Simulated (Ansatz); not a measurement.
A set of 12 reactions (group exchange), with CCSD(T)/CBS values in kJ/mol:

```tsv
reaction	ΔE
`N[Si](O)(S)[SeH]` + `CNC` → `CNC[SeH]` + `N[SiH](O)S`	115.4
`C[Te][SiH](N)F` + `FC(F)F` → `C[Te]C(F)(F)F` + `N[SiH2]F`	107.2
`CNB(F)[SiH2]Cl` + `CC(O)CO` → `OCB(F)[SiH2]Cl` + `CNC(C)O`	175.7
`[SiH3][GeH2][SiH2][SiH2][GeH3]` + `[GeH3][SiH2][GeH3]` → `[SiH3][GeH2][SiH2][GeH2][SiH2][GeH3]` + `[SiH3][GeH3]`	-18.7
`C[S][SnH2][CH3]` + `CC(C)CF` → `C[S][SnH]([CH3])[F]` + `CC(C)C`	-153.6
`C[O][Al]([F])[F]` + `[CH3][Ga]([OH])[OH]` → `C[CH2][Ga]([OH])[OH]` + `[OH][Al]([F])[F]`	-49.3
`CBCOC` + `N[SiH](N)S` → `CB[SiH](N)N` + `COCS`	151.1
`CC1(O)C=N1` + CH₄ → `CC1(C)C=N1` + H₂O	-18.5
`S[SiH2]S` + `FC[SiH3]` → `FC([SiH3])[SiH2]S` + H₂S	65.4
`N[Si](O)(S)[SeH]` + `N=CCO` → `OC[SeH]` + `N=C[Si](N)(O)S`	103.2
`C[Te][SiH](N)F` + BH₃ → `B[Te]C` + `N[SiH2]F`	-37.9
`BC[O][Al]([F])[SH]` + `OC(F)CF` → `B[C@@H](F)[C@H](O)F` + `C[O][Al]([F])[SH]`	7.6
```

Program: Ansatz. Geometries: PBE0-D4/def2-TZVP. ΔE: electronic, gas phase. CCSD(T)/CBS adds triple-zeta CCSD(T) − MP2 to the extrapolated MP2 energy (def2 sets, frozen cores). This one scheme is used for every species. Functionals use def2-TZVPP. B3LYP here is the variant with VWN-RPA as its local correlation; programs differ in this. Elements past krypton have def2 core potentials. For Ga, Ge, Se, Sn, Te outer-core shells are correlated without core-valence functions, which leaves a few kJ/mol of doubt a bond. Scalar relativity is left out up to krypton. One conformer a species, not always the lowest.

**Question.** Give the mean, mean absolute and largest difference (level minus CCSD(T)/CBS, kJ/mol) for: r2SCAN-D4, PBE0-D4, B3LYP-D4, ωB97X-V, ωB97M-V, B2PLYP, r2SCAN, B3LYP, HF/def2-TZVPP, SCS-MP2/def2-TZVPP, CCSD/def2-TZVPP, CCSD(T)/def2-TZVPP, MP2/def2-QZVPP, HF/CBS(def2). (An estimate is asked.)

**Answer.** The calculation gave: 
| level | mean | mean absolute | largest |
| --- | --- | --- | --- |
| r2SCAN-D4 | 2.7 | 4.2 | 14.3 |
| PBE0-D4 | 3.5 | 4.6 | 11.2 |
| B3LYP-D4 | 1.3 | 4.0 | 11.4 |
| ωB97X-V | 1.8 | 4.7 | 12.1 |
| ωB97M-V | 1.9 | 4.1 | 9.8 |
| B2PLYP | 1.2 | 3.9 | 10.2 |
| r2SCAN | 2.9 | 4.7 | 15.2 |
| B3LYP | 1.4 | 6.2 | 15.8 |
| HF/def2-TZVPP | 7.6 | 9.3 | 18.8 |
| SCS-MP2/def2-TZVPP | 0.3 | 2.4 | -6.0 |
| CCSD/def2-TZVPP | 0.7 | 3.4 | 12.2 |
| CCSD(T)/def2-TZVPP | -0.4 | 3.5 | 11.1 |
| MP2/def2-QZVPP | 1.1 | 4.0 | 7.4 |
| HF/CBS(def2) | 7.3 | 9.1 | 19.4 |

The largest T1 diagnostic in the set is 0.015, for `B[Te]C` (customary mark 0.02).

CCSD(T)/CBS is a level of theory with its own doubt, and the functionals carry their triple-zeta basis error, so these figures describe this set and don't rank the functionals.
